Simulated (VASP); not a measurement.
# LiF (P4/mmm) in VASP: notebook, part 2 of 2

VASP 6.6.1.

## (3) Relaxation of cell and atoms, LDA

Contents of INCAR:

```
PREC = Accurate ; ENCUT = 600
EDIFF = 1E-7 ; ISMEAR = 0
SIGMA = 0.05 ; LREAL = F
LASPH = T ; NELM = 80
ALGO = Normal ; ISIF = 3
LWAVE = F ; LCHARG = F
IBRION = 2 ; NSW = 40
EDIFFG = -0.02
```

Contents of KPOINTS:

```
Automatic mesh
0
Gamma
  10 10 6
```

Contents of POSCAR:

```
LiF
1.0
    2.6951600000      0.0000000000      0.0000000000
    0.0000000000      2.6951600000      0.0000000000
    0.0000000000      0.0000000000      4.4634600000
Li F
1 1
Direct
    0.0000000000      0.0000000000      0.0000000000
    0.5000000000      0.5000000000      0.0000000000
```

Potentials or basis: VASP PAW LDA potentials, release 64 (Li_sv, F).

On the command line:

```sh
cat potpaw_LDA.64/Li_sv/POTCAR potpaw_LDA.64/F/POTCAR > POTCAR
mpirun -np 1 vasp_std > vasp.out
```

OUTCAR:

```text
PREC = Accurate
   ENCUT = 600
   EDIFF = 1E-7
   ISMEAR = 0
   LREAL = F
   LASPH = T
   NELM = 80
   ISIF = 3
   IBRION = 2
   NSW = 40
   EDIFFG = -0.02

 ion  position               nearest neighbor table
   1  0.000  0.000  0.000-   2 1.91   2 1.91   2 1.91   2 1.91
   2  0.500  0.500  0.000-   1 1.91   1 1.91   1 1.91   1 1.91

  LATTYP: Found a simple tetragonal cell.
 ALAT       =     2.6951600000
 C/A-ratio  =     1.6561020496

  Lattice vectors:

 A1 = (   2.6951600000,   0.0000000000,   0.0000000000)
 A2 = (   0.0000000000,   2.6951600000,   0.0000000000)
 A3 = (   0.0000000000,   0.0000000000,   4.4634600000)

Analysis of symmetry for initial positions (statically):
=====================================================================
 Subroutine PRICEL returns:
 Original cell was already a primitive cell.

 Routine SETGRP: Setting up the symmetry group for a
 simple tetragonal supercell.

 Subroutine GETGRP returns: Found 16 space group operations
 (whereof 16 operations were pure point group operations)
 out of a pool of 16 trial point group operations.

The static configuration has the point symmetry D_4h.

Analysis of symmetry for dynamics (positions and initial velocities):
=====================================================================
 Subroutine PRICEL returns:
 Original cell was already a primitive cell.

 Routine SETGRP: Setting up the symmetry group for a
 simple tetragonal supercell.

 Subroutine GETGRP returns: Found 16 space group operations
 (whereof 16 operations were pure point group operations)
 out of a pool of 16 trial point group operations.

The dynamic configuration has the point symmetry D_4h.

 Subroutine INISYM returns: Found 16 space group operations
 (whereof 16 operations are pure point group operations),
 and found     1 'primitive' translations

----------------------------------------------------------------------------------------

                                     Primitive cell

  volume of cell :      32.4221

  direct lattice vectors                    reciprocal lattice vectors
     2.695160000  0.000000000  0.000000000     0.371035486  0.000000000  0.000000000
[... 141 lines left out ...]
------------------------ aborting loop because EDIFF is reached ----------------------------------------

  FORCE on cell =-STRESS in cart. coord.  units (eV):
  Direction    XX          YY          ZZ          XY          YZ          ZX
  --------------------------------------------------------------------------------------
  -------------------------------------------------------------------------------------
  Total       -0.9689267     -0.9689267     -0.0974546      0.0000000      0.0000000     -0.0000000
  in kB      -47.8807269    -47.8807269     -4.8158436      0.0000000      0.0000000     -0.0000000
  external PRESSURE =     -33.5257658 kB  Pullay stress =       0.0000000 kB
[... 89 lines left out ...]
  FREE ENERGIE OF THE ION-ELECTRON SYSTEM (eV)
  ---------------------------------------------------
  free  energy   TOTEN  =       -10.1006287666 eV

  energy  without entropy=      -10.1006287666  energy(sigma->0) =      -10.10062877

 E-fermi :  -2.2916     XC(G=0):  -8.9761

 val. band max:       -2.6484194446   @ k =   0.5000   0.0000   0.5000
 cond. band min:       3.6002543423   @ k =   0.0000   0.0000   0.0000
 fundamental gap:      6.2486737869
 Fermi energy:        -2.2916361057

 k-point     1 :       0.0000    0.0000    0.0000
  band No.  band energies     occupation
      1     -42.6072      2.00000
      2     -22.1385      2.00000
      3      -3.6379      2.00000
      4      -3.1425      2.00000
      5      -3.1425      2.00000
      6       3.6003      0.00000
      7      13.7718      0.00000
      8      16.9489      0.00000
      9      18.4954      0.00000
[... 265 lines left out ...]
 k-point    24 :       0.2000    0.0000    0.1667
  band No.  band energies     occupation
      1     -42.5818      2.00000
      2     -22.0599      2.00000
      3      -3.9599      2.00000
      4      -3.7355      2.00000
      5      -2.9782      2.00000
      6       4.9694      0.00000
      7      12.7171      0.00000
      8      15.2668      0.00000
      9      18.3619      0.00000

 [... further k-points ...]

[... ionic steps 4 to 12 ...]

--------------------------------------- Ionic step       13  -------------------------------------------

 number of electron      10.0000006 magnetization

------------------------ aborting loop because EDIFF is reached ----------------------------------------
[... 67 lines left out ...]
--------------------------------------- Ionic step       15  -------------------------------------------

 number of electron      10.0000006 magnetization

 Free energy of the ion-electron system (eV)
  ---------------------------------------------------
  ext. energy  EPLUGINS =         0.00000000
  ---------------------------------------------------
  free energy    TOTEN  =       -10.12417729 eV

  energy without entropy =      -10.12417729  energy(sigma->0) =      -10.12417729

 E-fermi :  -2.7317     XC(G=0):  -8.5706

 val. band max:       -3.0172878215   @ k =   0.5000   0.0000   0.5000
 cond. band min:       3.0181751549   @ k =   0.0000   0.0000   0.0000
 fundamental gap:      6.0354629764
 Fermi energy:        -2.7317230125

 k-point     1 :       0.0000    0.0000    0.0000
  band No.  band energies     occupation
      1     -42.9575      2.00000
      2     -22.4628      2.00000
      3      -4.1977      2.00000
      4      -3.4831      2.00000
      5      -3.4831      2.00000
      6       3.0182      0.00000
      7      12.1676      0.00000
      8      16.7429      0.00000
      9      17.1486      0.00000
[... 305 lines left out ...]
  FREE ENERGIE OF THE ION-ELECTRON SYSTEM (eV)
  ---------------------------------------------------
  free  energy   TOTEN  =       -10.1241772870 eV

  energy  without entropy=      -10.1241772870  energy(sigma->0) =      -10.12417729

 reached required accuracy - stopping structural energy minimisation
```

Wall time 73 s (1 thread of Intel Xeon 6975P-C (Granite Rapids), shared host); peak memory 0.16 GiB.

What came out:

* Free energy: -10.1242 eV
* Relaxed volume: 11.58 Å³/atom
* Relaxed cell: a = 2.604 Å, b = 2.604 Å, c = 3.415 Å, α = 90.00°, β = 90.00°, γ = 90.00°
* Space group after relaxing (to 0.05 Å): P4/mmm (No. 123)
* Energy gained by relaxing: 28.7 meV/atom
* Ionic steps: 15
* Pressure after relaxing: 0.0 GPa
* Band gap on the k mesh: 6.04 eV, indirect (least direct gap 6.50 eV)

The path:
| step | energy change (eV) | largest force (eV/Å) | pressure (GPa) | volume (Å³) |
| --- | --- | --- | --- | --- |
| 1 | 0.0000 | 0.0000 | -3.35 | 32.42 |
| 2 | -0.0307 | 0.0000 | -1.24 | 30.85 |
| 3 | -0.0338 | 0.0000 | -0.23 | 30.25 |
| 4 | -0.0338 | 0.0000 | -0.15 | 30.21 |
| 5 | -0.0341 | 0.0000 | -0.15 | 30.12 |
| 6 | -0.0352 | 0.0000 | -0.15 | 29.84 |
| 7 | -0.0375 | 0.0000 | -0.17 | 29.28 |
| 8 | -0.0423 | 0.0000 | -0.16 | 28.16 |
| 9 | -0.0512 | 0.0000 | -0.05 | 25.94 |
| 10 | -0.0534 | 0.0000 | 0.48 | 21.50 |
| 11 | -0.0564 | 0.0000 | 0.11 | 24.03 |
| 12 | -0.0572 | 0.0000 | 0.22 | 22.94 |
| 13 | -0.0572 | 0.0000 | 0.20 | 23.11 |
| 14 | -0.0476 | 0.0000 | -2.41 | 23.74 |
| 15 | -0.0573 | 0.0000 | 0.00 | 23.16 |

Final structure:
```xyz
2
Lattice="2.6038 0.0000 0.0000 0.0000 2.6038 0.0000 0.0000 0.0000 3.4154" Properties=species:S:1:pos:R:3 pbc="T T T"
Li    0.0000    0.0000    0.0000
F     1.3019    1.3019    0.0000
```

Caveat: the cutoff is under 1.25 times the usual one of these potentials, so pressure, stress and relaxed cells hold a basis-set (Pulay) error; the volume moved by over 15 % at a fixed basis, so the end points are rough.

## (4) The reference run

An earlier run on the cell as given: functional PBE; potentials or basis VASP PAW PBE potentials, release 64 (Li_sv, F); cutoff 520 eV; k mesh 10 × 10 × 6; occupations fermi-dirac, width 0.05 eV; no spin polarisation.

* Band gap on the k mesh: 5.77 eV, indirect (least direct gap 6.13 eV)

## (5) The runs side by side

| task | level | potentials or basis | cell | cutoff (eV) | smearing | gap on the mesh (eV) | pressure (GPa) | relaxed volume (Å³/atom) |
| --- | --- | --- | --- | --- | --- | --- | --- | --- |
| relaxation of cell and atoms | PBE | VASP PAW PBE potentials, release 64 (Li_sv, F) | relaxed | 600 | gaussian 0.05 eV | 5.96 | 0.1 | 14.05 |
| relaxation of cell and atoms | LDA | VASP PAW LDA potentials, release 64 (Li_sv, F) | relaxed | 600 | gaussian 0.05 eV | 6.04 | 0.0 | 11.58 |
| single point | PBE | VASP PAW PBE potentials, release 64 (Li_sv, F) | as given | 520 | fermi-dirac 0.05 eV | 5.77 | - | - |

Alike in all rows: no spin polarisation; k mesh 10 × 10 × 6.

Caveats: the cutoff is under 1.25 times the usual one of these potentials, so pressure, stress and relaxed cells hold a basis-set (Pulay) error; the volume moved by over 15 % at a fixed basis, so the end points are rough (some runs).

Absolute energies hang on the potentials; compare differences alone.
